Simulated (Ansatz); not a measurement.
Method: DFT, RPBE, plane waves (420 eV) with PAW, scalar-relativistic (Ansatz 0.2.0). The PAW files were generated under PBE, with cores re-solved for the functional.

An element in the bcc structure gives this curve. The cell is scaled uniformly from the relaxed one, with fractional coordinates and shape fixed. Energies are extrapolated to zero smearing, pressures are those at the given smearing. Magnetic state: spin not included.

| V (Å³/atom) | E − E₀ (meV/atom) | P (GPa) |
| --- | --- | --- |
| 12.739 | 213.3 | 45.73 |
| 13.318 | 85.5 | 26.85 |
| 13.897 | 18.7 | 11.92 |
| 14.476 | 0.0 | 0.11 |
| 15.056 | 19.4 | -9.20 |
| 15.635 | 68.8 | -16.52 |
| 16.214 | 141.7 | -22.23 |

(1) Which element is it?
A. ruthenium
B. manganese
C. rhenium
D. iridium

## Answers

(1) A. Its fit is V₀ = 14.45 Å³/atom, B₀ = 264 GPa, B₀′ = 4.9.
